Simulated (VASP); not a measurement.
**AlGaN2: relaxation of cell and atoms with PBEsol**

AlGaN2:

```
CELL_PARAMETERS angstrom
3.16689 0.00000 5.07838
3.16689 0.00000 -5.07838
-3.16689 5.48522 0.00000
ATOMIC_POSITIONS crystal
Ga 0.08298 0.58369 0.16667
Ga 0.58298 0.08369 0.16667
Ga 0.16631 0.16702 0.33333
Ga 0.16631 0.16702 0.83333
Al 0.08298 0.58369 0.66667
Al 0.58298 0.08369 0.66667
Al 0.66631 0.66702 0.33333
Al 0.66631 0.66702 0.83333
N 0.27369 0.39298 0.16667
N 0.27369 0.39298 0.66667
N 0.77369 0.89298 0.16667
N 0.77369 0.89298 0.66667
N 0.35702 0.97631 0.33333
N 0.85702 0.47631 0.33333
N 0.35702 0.97631 0.83333
N 0.85702 0.47631 0.83333
```

The cell comes from a database or a generator and needn't be the stable form of this composition.

```
Program                : VASP 6.6.1
Task                   : relaxation of cell and atoms
Functional             : PBEsol
Potentials or basis    : VASP PAW PBE potentials, release 64 (Ga_d, Al, N)
Cutoff                 : 600 eV
k mesh                 : 2 × 2 × 2
Occupations            : gaussian, width 0.02 eV
Spin                   : no spin polarisation
Further INCAR settings : ALGO = Normal; EDIFF = 1e-06; IBRION = 2; EDIFFG = -0.02; NSW = 40; ISIF = 3
```

The relaxed volume is 10.90 Å³/atom. The relaxed cell is a = 5.979 Å, b = 5.978 Å, c = 6.295 Å, α = 105.28°, β = 105.22°, γ = 116.54° and the space group after relaxing (to 0.05 Å) is P1 (No. 1). The energy gained by relaxing is 12.2 meV/atom. The ionic steps are 10. The pressure after relaxing is 0.1 GPa. The largest force after relaxing is 0.017 eV/Å. The band gap on the k mesh is 2.94 eV, direct.

Forces on the atoms (eV/Å):
```
Ga  -0.001  0.003 -0.017
Ga   0.000  0.006 -0.006
Ga   0.002  0.002  0.004
Ga   0.003 -0.004 -0.009
Al  -0.001 -0.002  0.000
Al   0.000 -0.002  0.007
Al   0.000  0.001  0.001
Al  -0.001 -0.005 -0.008
N   -0.001 -0.002  0.000
N   -0.002 -0.006 -0.005
N    0.003  0.002  0.010
N    0.002 -0.004  0.005
N    0.000  0.006  0.011
N   -0.003  0.004 -0.002
N    0.000  0.001  0.011
N   -0.003 -0.001 -0.001
```

The path:
```csv
step,energy change (eV),largest force (eV/Å),pressure (GPa),volume (Å³)
1,0.0000,1.0983,-2.03,176.43
2,-0.1737,0.2773,1.72,172.89
3,-0.1794,0.2397,1.10,173.41
4,-0.1909,0.1008,-0.66,174.99
5,-0.1916,0.1014,-0.34,174.69
6,-0.1940,0.0632,0.04,174.35
7,-0.1941,0.0632,0.11,174.29
8,-0.1948,0.0301,-0.03,174.38
9,-0.1949,0.0324,-0.08,174.43
10,-0.1952,0.0171,0.07,174.32
```

Final structure:
```
Ga Al N
1.0
     3.14455    0.00090    5.08497
     3.14422   -0.00281   -5.08476
    -3.14604    5.45239    0.00190
Ga Al N
4 4 8
Cartesian
  1.5672 0.9031 -2.5461
  1.5756 0.9100 2.5593
  0.0009 1.8251 0.0078
  -1.5717 4.5336 0.0096
  -0.0054 3.6355 -2.5517
  0.0025 3.6425 2.5543
  3.1441 1.8232 -0.0005
  1.5704 4.5318 0.0000
  1.5995 0.9179 -0.5988
  0.0268 3.6508 -0.6542
  4.6883 0.8858 -0.5706
  3.1146 3.6162 -0.6259
  3.1460 1.8564 -3.1355
  3.1415 1.8549 1.9002
  1.5736 4.5091 -3.1245
  1.5680 4.5063 1.9116
```

Levels at points of the mesh, in eV from the valence-band top:
```csv
k point,band 49,band 50,band 51,band 52,band 53,band 54,band 55,band 56
"(0.00, 0.00, 0.00)",-0.76,-0.09,-0.04,0.00,2.94,4.56,4.68,4.70
"(0.50, 0.00, 0.00)",-0.91,-0.73,-0.58,-0.55,4.97,5.22,5.95,6.00
"(0.00, 0.50, 0.50)",-0.76,-0.72,-0.65,-0.60,5.07,5.11,5.94,6.01
"(0.00, 0.50, 0.00)",-0.88,-0.81,-0.61,-0.47,5.05,5.16,5.97,6.01
"(0.50, 0.00, 0.50)",-0.76,-0.72,-0.66,-0.64,5.07,5.09,5.94,6.08
"(0.50, 0.50, 0.00)",-0.53,-0.52,-0.45,-0.41,4.64,4.75,4.92,5.16
"(0.00, 0.00, 0.50)",-0.64,-0.57,-0.47,-0.27,5.03,5.19,6.06,6.08
"(0.50, 0.50, 0.50)",-1.34,-1.14,-1.12,-0.91,5.51,5.57,5.64,5.78
```

It took 100 s on 8 MPI ranks on Intel(R) Xeon(R) Platinum 8559C (Emerald Rapids) (shared host), peak memory 0.23 GiB a rank.

Caveat: the k mesh is coarse (spacing up to 0.65 Å⁻¹), so the values aren't converged; the PAW data sets were made with another functional, which shifts forces and pressure a little. A hybrid or GW would open this gap; PBEsol tends to underestimate it.
